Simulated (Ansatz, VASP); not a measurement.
**Ta2N: VASP beside Ansatz**

File INCAR:

```
SYSTEM = Ta2N
PREC     = Accurate       ! precision mode
ENCUT    = 520            ! plane-wave cutoff, eV
EDIFF    = 1E-7           ! SCF threshold, eV
ISMEAR   = -1             ! smearing method
SIGMA    = 0.05           ! smearing width, eV
LREAL    = .False.        ! projectors in reciprocal space
LASPH    = .True.         ! aspherical terms in the spheres
NELM     = 80             ! most SCF steps
ALGO     = Normal         ! electronic algorithm
ISIF     = 2              ! what is computed and relaxed
LWAVE    = .False.        ! write WAVECAR
LCHARG   = .False.        ! write CHGCAR
GGA      = PS             ! functional
NBANDS   = 20             ! bands
```

Contents of KPOINTS:

```
regular mesh
0
Gamma
  10 10 6
  0 0 0
```

Contents of POSCAR:

```
Ta2N
1.0
    3.1538249076      0.0000000000      0.0000000000
   -1.5769124538      2.7312924890      0.0000000000
    0.0000000000      0.0000000000      4.9339252043
Ta N
2 1
Direct
    0.3333333333      0.6666666667      0.2547110000
    0.6666666667      0.3333333333      0.7452890000
    0.0000000000      0.0000000000      0.0000000000
```

input.yaml

```yaml
crystal:
  lattice:
    - [3.1538249076, 0.0, 0.0]
    - [-1.5769124538, 2.731292489, 0.0]
    - [0.0, 0.0, 4.9339252043]
  atoms:
    - { symbol: Ta, position: [0.3333333333, 0.6666666667, 0.254711] }
    - { symbol: Ta, position: [0.6666666667, 0.3333333333, 0.745289] }
    - { symbol: "N", position: [0.0, 0.0, 0.0] }
hamiltonian:
  xc: pbesol
  pseudopotentials: { kind: paw }
kpoints:
  mp_grid: { grid: [10, 10, 6] }
scf:
  occupations: { method: fermi_dirac, width: 0.05 }
output:
  forces: true
  stress: true
  eigenvalues: true
```

Change from the starting cell: volume scaled by 1.04.

Alike in both runs: task single point; functional PBEsol; k mesh 10 × 10 × 6; occupations fermi-dirac, width 0.05 eV; no spin polarisation.

|  | VASP | Ansatz |
| --- | --- | --- |
| version | VASP 6.6.1 | Ansatz 0.2.0 |
| potentials or method | VASP PAW PBE potentials, release 64 (Ta_pv, N) | Ansatz PAW |
| plane-wave cutoff (eV) | 520 | 420 |
| valence electrons in the cell | 27 | 31 |

```csv
,VASP,Ansatz,Ansatz less VASP
gap on the k mesh at the Fermi level (eV),none,none,-
pressure (GPa),-18.2,-18.5,-0.37
largest component of the traceless stress (GPa),0.26,0.32,+0.064
rms of the force components (eV/Å),0.212,0.232,+0.0198
```

Atom by atom the forces differ by 0.020 eV/Å (rms over components). A gap of «none» marks a metal or a gap that the smearing closes. The two sets of potentials don't hold the same shells in valence.

Caveats: the PAW data sets were made with another functional, which shifts forces and pressure a little (VASP); the PAW data sets come from PBE, with cores solved anew for the run's functional, which leaves a small shift of forces and pressure (Ansatz). The runs have no spin-orbit coupling, so splittings on Ta are missing.
